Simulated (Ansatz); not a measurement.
## Phonons of SnTe (F-43m) against volume

Wanted: mode Grüneisen parameters of SnTe (F-43m).

Program: Ansatz 0.2.0. Level of theory: DFT PBEsol, scalar-relativistic, plane waves, PAW; PAW set soft_1. Results are calculated unless marked as measured.

Report form: the programs' logs are mostly left out.

**1. The starting structure**

Symmetry: F-43m, No. 216, cubic system. The conventional cell has a = 7.083 Å, b = 7.083 Å, c = 7.083 Å, α = 90.00°, β = 90.00°, γ = 90.00°. Nearest to Sn lie 4 Te at 3.07 Å. Te has 4 Sn at 3.07 Å nearest. Farther neighbours and most contacts between anions are not listed.

**2. Response at finite wavevector**

The cell comes from relaxations at this level that are not shown. Stability and thermal properties need the whole zone. Linear response on a 4×4×4 q mesh gives force constants as far as a supercell of that size would.

input.yaml reads:

```yaml
crystal:
  lattice:
    - [0.0, 3.5416960247, 3.5416960247]
    - [3.5416960247, 0.0, 3.5416960247]
    - [3.5416960247, 3.5416960247, 0.0]
  atoms:
    - { symbol: Sn, position: [0.0, 0.0, 0.0] }
    - { symbol: Te, position: [0.75, 0.75, 0.75] }
kpoints:
  mp_grid: { grid: [12, 12, 12] }
hamiltonian:
  xc: pbesol
  pseudopotentials: { kind: paw, azcp: { folder: soft_1 }, xc_functional: pbe }
scf:
  occupations: { method: methfessel_paxton, width: 0.2 }
output:
  eigenvalues: true
phonons:
  method: dfpt
  qmesh: [4, 4, 4]
  temperatures: { t_max: 1000, t_step: 50 }
  qpath:
    path:
      - [[0.0, 0.0, 0.0], [-0.5, -0.5, 0.0], [-0.375, -0.375, 0.25]]
      - [[-0.375, 0.0, 0.375], [0.0, 0.0, 0.0], [0.0, 0.0, 0.5], [-0.5, -0.25, 0.25], [-0.5, -0.5, 0.0]]
    npoints: 10
```

The run is started by

```sh
$ ansatz run input.yaml --threads 4 --pin off --max-ram 10240MiB --backend cpu --events-out ev --progress --plain --runs-dir out
```

It took 7.4 min on 4 threads of Intel Xeon 6975P-C (Granite Rapids), shared host; peak memory 6 GiB.

Numbers from this step:

```
volume per atom                                         : 44.43 Å³
gap on the k-mesh                                       : 0 eV
sum-rule residual before enforcement                    : 4.93e-5 eV/Å²
lowest frequency on the path                            : -37.36 cm⁻¹
point group                                             : -43m
highest frequency on the path or at a solved wavevector : 119.6 cm⁻¹
highest optical mode at the zone centre (no LO-TO term) : 108.4 cm⁻¹
lowest optical zone-centre mode                         : 108.4 cm⁻¹
lowest mode on the q mesh (acoustic modes at Γ apart)   : -36.09 cm⁻¹
```

Frequencies (cm⁻¹) solved at each irreducible wavevector; negative means imaginary. Frequencies by wavevector, by row:

```csv
q in reciprocal lattice units,star,mode 1,mode 2,mode 3,mode 4,mode 5,mode 6
0 0 0,1,0,0,0,108.4,108.4,108.4
0 0 0.25,8,-15.3,-15.3,33.7,106.6,106.6,118.7
0 0 -0.5,4,-14.7,-14.7,60.3,105.5,105.5,116.4
0 0.25 0.25,6,-34.7,-34.7,53.8,97.7,97.7,116.3
0 0.25 -0.5,24,-25.9,-25.6,74.6,94.1,94.8,110.2
0 0.25 -0.25,12,-33.2,-14.7,60.9,98.8,102.7,111.7
0 -0.5 -0.5,3,-36.1,-36.1,79.3,79.3,88.6,90.5
0.25 -0.5 -0.25,6,-35.6,-8.3,83.3,88.9,91.4,101.4
```

Symmetry leaves 8 wavevectors to solve. The lowest mode among them, the acoustic zeros apart, lies at q = (0, -0.5, -0.5) and is imaginary, 36.1i cm⁻¹, so the energy falls along it.

**3. Relaxing at another volume, volume ratio 0.97**

The volume is scaled by 0.97 and held; symmetry leaves nothing to relax, so this is a single point. The modes can then be followed against volume.

input.yaml, the sections that differ from step 2:

```yaml
crystal:
  lattice:
    - [0.0, 3.5059188713, 3.5059188713]
    - [3.5059188713, 0.0, 3.5059188713]
    - [3.5059188713, 3.5059188713, 0.0]
  atoms:
    - { symbol: Sn, position: [0.0, 0.0, 0.0] }
    - { symbol: Te, position: [0.75, 0.75, 0.75] }
output:
  forces: true
  stress: true
  eigenvalues: true
# kpoints, hamiltonian, scf: as in step 2
# phonons: removed
```

The job ended after 3 s (4 threads; peak memory 0.51 GiB; 8.6 s of CPU time).

Numbers from this step:

```yaml
pressure: 0.8387 GPa
volume_per_atom: 43.09 Å³
```

The run ends at a pressure of 0.84 GPa.

**4. Phonons at the other volume, volume ratio 0.97**

The phonons are repeated at this volume on the same k and q meshes.

input.yaml: that of step 3 with these lines changed.

```diff
@@ -16,4 +16,11 @@
 output:
-  forces: true
-  stress: true
   eigenvalues: true
+phonons:
+  method: dfpt
+  qmesh: [4, 4, 4]
+  temperatures: { t_max: 1000, t_step: 50 }
+  qpath:
+    path:
+      - [[0.0, 0.0, 0.0], [-0.5, -0.5, 0.0], [-0.375, -0.375, 0.25]]
+      - [[-0.375, 0.0, 0.375], [0.0, 0.0, 0.0], [0.0, 0.0, 0.5], [-0.5, -0.25, 0.25], [-0.5, -0.5, 0.0]]
+    npoints: 10
```

Elapsed: 6.5 min, on 4 threads; peak memory 5.8 GiB.

Numbers from this step:

| Item | Value |
| --- | --- |
| sum-rule residual before enforcement | 3.92e-5 eV/Å² |
| lowest frequency on the path | -41.32 cm⁻¹ |
| highest frequency on the path or at a solved wavevector | 122.9 cm⁻¹ |
| highest optical mode at the zone centre (no LO-TO term) | 113.5 cm⁻¹ |
| lowest optical zone-centre mode | 113.5 cm⁻¹ |
| lowest mode on the q mesh (acoustic modes at Γ apart) | -41.17 cm⁻¹ |

Frequencies (cm⁻¹) solved at each irreducible wavevector; negative means imaginary. Frequencies by wavevector, by row:

| q in reciprocal lattice units | star | mode 1 | mode 2 | mode 3 | mode 4 | mode 5 | mode 6 |
| --- | --- | --- | --- | --- | --- | --- | --- |
| 0 0 0 | 1 | 0 | 0 | 0 | 113.5 | 113.5 | 113.5 |
| 0 0 0.25 | 8 | -18.8 | -18.8 | 31.3 | 111.9 | 111.9 | 122 |
| 0 0 -0.5 | 4 | -20.3 | -20.3 | 57.9 | 111.2 | 111.2 | 121.1 |
| 0 0.25 0.25 | 6 | -38.6 | -38.6 | 54.4 | 102.9 | 102.9 | 118.9 |
| 0 0.25 -0.5 | 24 | -31.9 | -30.6 | 75.7 | 100.3 | 101 | 112.9 |
| 0 0.25 -0.25 | 12 | -38.8 | -21 | 61.6 | 104.7 | 108.1 | 114.8 |
| 0 -0.5 -0.5 | 3 | -39.6 | -39.6 | 85.5 | 85.5 | 88.6 | 89.4 |
| 0.25 -0.5 -0.25 | 6 | -41.2 | -20.3 | 90.2 | 90.8 | 96.7 | 103.7 |

The highest optical mode at the zone centre (no LO-TO term) is 113.5 cm⁻¹, +5.2 cm⁻¹ against the base run.

**5. Relaxing at another volume, volume ratio 1.03**

The volume is scaled by 1.03 and held; symmetry leaves nothing to relax, so this is a single point. The modes can then be followed against volume.

input.yaml, the sections that differ from step 4:

```yaml
crystal:
  lattice:
    - [0.0, 3.5767646027, 3.5767646027]
    - [3.5767646027, 0.0, 3.5767646027]
    - [3.5767646027, 3.5767646027, 0.0]
  atoms:
    - { symbol: Sn, position: [0.0, 0.0, 0.0] }
    - { symbol: Te, position: [0.75, 0.75, 0.75] }
output:
  forces: true
  stress: true
  eigenvalues: true
# kpoints, hamiltonian, scf: as in step 4
# phonons: removed
```

Elapsed: 1.9 s, on 4 threads; peak memory 0.5 GiB; 5.8 s of CPU time.

Numbers from this step:

```yaml
pressure: -0.7280 GPa
volume_per_atom: 45.76 Å³
```

The run ends at a pressure of -0.73 GPa.

**6. Phonons at the other volume, volume ratio 1.03**

input.yaml: that of step 5 with these lines changed.

```diff
@@ -16,4 +16,11 @@
 output:
-  forces: true
-  stress: true
   eigenvalues: true
+phonons:
+  method: dfpt
+  qmesh: [4, 4, 4]
+  temperatures: { t_max: 1000, t_step: 50 }
+  qpath:
+    path:
+      - [[0.0, 0.0, 0.0], [-0.5, -0.5, 0.0], [-0.375, -0.375, 0.25]]
+      - [[-0.375, 0.0, 0.375], [0.0, 0.0, 0.0], [0.0, 0.0, 0.5], [-0.5, -0.25, 0.25], [-0.5, -0.5, 0.0]]
+    npoints: 10
```

Elapsed: 5.6 min, on 4 threads; peak memory 6.1 GiB; 21 min of CPU time.

Numbers from this step:

| Quantity | Value |
| --- | --- |
| sum-rule residual before enforcement | 3.08e-5 eV/Å² |
| lowest frequency on the path | -33.73 cm⁻¹ |
| highest frequency on the path or at a solved wavevector | 116.1 cm⁻¹ |
| highest optical mode at the zone centre (no LO-TO term) | 103.7 cm⁻¹ |
| lowest optical zone-centre mode | 103.7 cm⁻¹ |
| lowest mode on the q mesh (acoustic modes at Γ apart) | -32.88 cm⁻¹ |

The highest optical mode at the zone centre (no LO-TO term) is 103.7 cm⁻¹, -4.7 cm⁻¹ against the base run.

**7. Grüneisen parameters**

The Grüneisen parameter of a mode is minus the logarithmic change of its frequency with volume, −d ln ω / d ln V; weighted by heat capacity it gives the expansion.

Numbers from this step:

- bulk modulus: 26.1 GPa

Phonon branches along the path, in cm⁻¹:

```csv
point,branch 1,branch 2,branch 3,branch 4,branch 5,branch 6
Γ,0,0,0,108,108,108
halfway,-35,-35,54,98,98,116
X,-36,-36,79,79,89,90
halfway,-33,-32,81,83,89,95
U,-29,-24,82,90,90,103
jump to K,-29,-24,82,90,90,103
halfway,-31,-11,45,103,106,115
Γ,0,0,0,108,108,108
halfway,-15,-15,34,107,107,119
L,-15,-15,60,106,106,116
halfway,-28,-15,74,96,100,111
W,-36,-8,83,89,91,101
halfway,-35,-23,81,86,90,97
X,-36,-36,79,79,89,90
```

The same for volume x 0.97:

```csv
point,branch 1,branch 2,branch 3,branch 4,branch 5,branch 6
Γ,0,0,0,114,114,114
X,-40,-40,86,86,89,89
U,-35,-29,85,94,97,105
K,-35,-29,85,94,97,105
Γ,0,0,0,114,114,114
L,-20,-20,58,111,111,121
W,-41,-20,90,91,97,104
X,-40,-40,86,86,89,89
```

The same for volume x 1.03:

| point | branch 1 | branch 2 | branch 3 | branch 4 | branch 5 | branch 6 |
| --- | --- | --- | --- | --- | --- | --- |
| Γ | 0 | 0 | 0 | 104 | 104 | 104 |
| X | -33 | -33 | 74 | 74 | 88 | 91 |
| U | -23 | -18 | 77 | 84 | 87 | 100 |
| K | -23 | -18 | 77 | 84 | 87 | 100 |
| Γ | 0 | 0 | 0 | 104 | 104 | 104 |
| L | -6 | -6 | 62 | 100 | 100 | 112 |
| W | -31 | 15 | 77 | 86 | 87 | 99 |
| X | -33 | -33 | 74 | 74 | 88 | 91 |

**8. Results**

```yaml
bulk_modulus: 26.1 GPa
```

In words: No expansion is given, because modes are imaginary at one volume or more. The highest optical mode at Γ goes from 114 to 104 cm⁻¹ as the cell grows, a Grüneisen parameter of 1.52. Branches are matched by rank, so values near crossings are rough. Where the functional closes the gap at Γ, the partly filled states at that one point of a Γ-centred mesh soften the zone-centre modes by up to a few per cent. With no gap, or one that is small against the smearing, the frequencies hang on the k mesh and the smearing, most of all near Kohn anomalies. A semilocal functional can close a gap that the real compound would have, so the metallic treatment may be an artefact of the level. Spin-orbit coupling is left out, which can matter for the heavy elements here. The PAW files were made for PBE and serve the other functionals too. A phonon run warned that its eigensolver left some bands unconverged in a pass.

[Logs are printed without paths, hosts, clocks, repeated set-up lines and the standing remarks that a program may print on its own settings, such as how far it seeks lower states.]

[Hosts, paths, dates, database ids (printed as entryN), source tags and the programs' standing remarks are cut or masked in the printed files.]
